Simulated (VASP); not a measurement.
**SiC in VASP: one cell, several levels of theory**

SiC built on the zincblende prototype, under -1.0 % equal strain in all directions is computed at one geometry. Runs: PBE, r2SCAN. The results are then set beside those of Ansatz 0.2.0 for the same cell.

Code: VASP 6.6.1. PAW datasets, plane waves. Calculated at 0 K for a non-magnetic cell.

## Step 1: The system as given

The cell comes from an earlier relaxation with r2SCAN in another program.

Space group F-43m (No. 216), cubic; conventional cell a = 4.313 Å, 10.03 Å³ an atom. Near Si stand 4 C at 1.87 Å; near C stand 4 Si at 1.87 Å.

As a file:

```cif
data_structure
_symmetry_space_group_name_H-M 'F-43m'
_symmetry_Int_Tables_number 216
_cell_length_a 4.3125
_cell_length_b 4.3125
_cell_length_c 4.3125
_cell_angle_alpha 90.000
_cell_angle_beta 90.000
_cell_angle_gamma 90.000
_cell_volume 80.20
loop_
_atom_site_label
_atom_site_type_symbol
_atom_site_symmetry_multiplicity
_atom_site_Wyckoff_symbol
_atom_site_fract_x
_atom_site_fract_y
_atom_site_fract_z
_atom_site_occupancy
Si1 Si 4 a 0.00000 0.00000 0.00000 1
C1 C 4 d 0.25000 0.25000 0.75000 1
```

## Step 2: PBE at this geometry

Input file INCAR:

```
ENCUT = 520.000000
SIGMA = 0.020000
EDIFF = 1.00e-07
GGA = PE
PREC = Accurate
IBRION = -1
ISIF = 2
ISMEAR = -1
NBANDS = 11
NELM = 120
NSW = 0
LASPH = .TRUE.
LCHARG = .FALSE.
LWAVE = .FALSE.
LREAL = .FALSE.
```

Input file KPOINTS:

```
KPOINTS created by Atomic Simulation Environment
0
Gamma
10 10 10
0 0 0
```

Input file KPOINTS_OPT:

```
special points
7
Reciprocal
0.0000000000 0.0000000000 0.0000000000 1
-0.5000000000 -0.5000000000 0.0000000000 1
-0.3750000000 -0.3750000000 0.2500000000 1
-0.3750000000 0.0000000000 0.3750000000 1
0.0000000000 0.0000000000 0.5000000000 1
-0.5000000000 -0.2500000000 0.2500000000 1
0.0000000000 0.5000000000 0.5000000000 1
```

Input file POSCAR:

```
Si C
 1.0000000000000000
     0.0000000000000000    2.1562718274999999    2.1562718274999999
     2.1562718274999999    0.0000000000000000    2.1562718274999999
     2.1562718274999999    2.1562718274999999    0.0000000000000000
 Si  C
   1   1
Cartesian
  0.0000000000000000  0.0000000000000000  0.0000000000000000
  1.0781359137500000  1.0781359137500000  1.0781359137500000
```

The run uses the recommended PBE PAW datasets (8 valence electrons a neutral cell).

Command:

```
$ mpirun -np 1 vasp_std
```

## Step 3: Single point with r2SCAN

Input file INCAR:

```
ENCUT = 520.000000
SIGMA = 0.010000
EDIFF = 1.00e-07
ALGO = Normal
METAGGA = R2SCAN
PREC = Accurate
IBRION = -1
ISIF = 2
ISMEAR = 0
NBANDS = 11
NELM = 120
NSW = 0
LASPH = .TRUE.
LCHARG = .FALSE.
LWAVE = .FALSE.
LREAL = .FALSE.
```

KPOINTS is that of step 2.

KPOINTS_OPT is that of step 2.

POSCAR is that of step 2.

Before running it: what results should come out? Wanted: for each run, gap; pressure; Ansatz: gap; Ansatz: pressure.

As calculated:

| level | gap (eV) | pressure (GPa) | Ansatz: gap (eV) | Ansatz: pressure (GPa) |
| --- | --- | --- | --- | --- |
| PBE | 1.33 | 10.72 | 1.33 | 10.80 |
| r2SCAN | 1.70 | 7.09 | 1.69 | 7.31 |

What this shows: The gap runs from 1.33 eV (PBE) to 1.70 eV (r2SCAN). At this one volume the pressure spans 7.1 GPa (r2SCAN) to 10.7 GPa (PBE): PBE wants the largest cell and r2SCAN the smallest. The two programs agree on the gap within 0.02 eV, far less than the spread between functionals. Each program uses its own PAW datasets and cutoff.
